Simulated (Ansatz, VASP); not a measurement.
## HfB in VASP and in Ansatz

```
Hf B
1.0
     0.00000    2.27878    2.27878
     2.27878    0.00000    2.27878
     2.27878    2.27878    0.00000
Hf B
1 1
Direct
  0.50000 0.50000 0.50000
  0.00000 0.00000 0.00000
```

Change from the starting cell: volume scaled by 0.96.

Alike in both runs: task single point; functional PBEsol; k mesh 10 × 10 × 10; occupations fermi-dirac, width 0.05 eV; no spin polarisation.

|  | VASP | Ansatz |
| --- | --- | --- |
| version | VASP 6.6.1 | Ansatz 0.2.0 |
| potentials or method | VASP PAW PBE potentials, release 64 (Hf_pv, B) | Ansatz PAW |
| plane-wave cutoff (eV) | 520 | 420 |
| valence electrons in the cell | 13 | 29 |

VASP gave:

* gap on the k mesh at the Fermi level (eV): none
* pressure (GPa): 36.2

Q: Which values does Ansatz return?

A: gap on the k mesh at the Fermi level (eV): none; pressure (GPa): 34.7.

A gap of «none» marks a metal or a gap that the smearing closes. With one functional, cell and mesh, what is left measures potentials, basis and numerics. The two sets of potentials don't hold the same shells in valence.

Caveats: the PAW data sets were made with another functional, which shifts forces and pressure a little (VASP); the PAW data sets come from PBE, with cores solved anew for the run's functional, which leaves a small shift of forces and pressure (Ansatz). Spin-orbit coupling is left out, which matters for the levels of Hf.
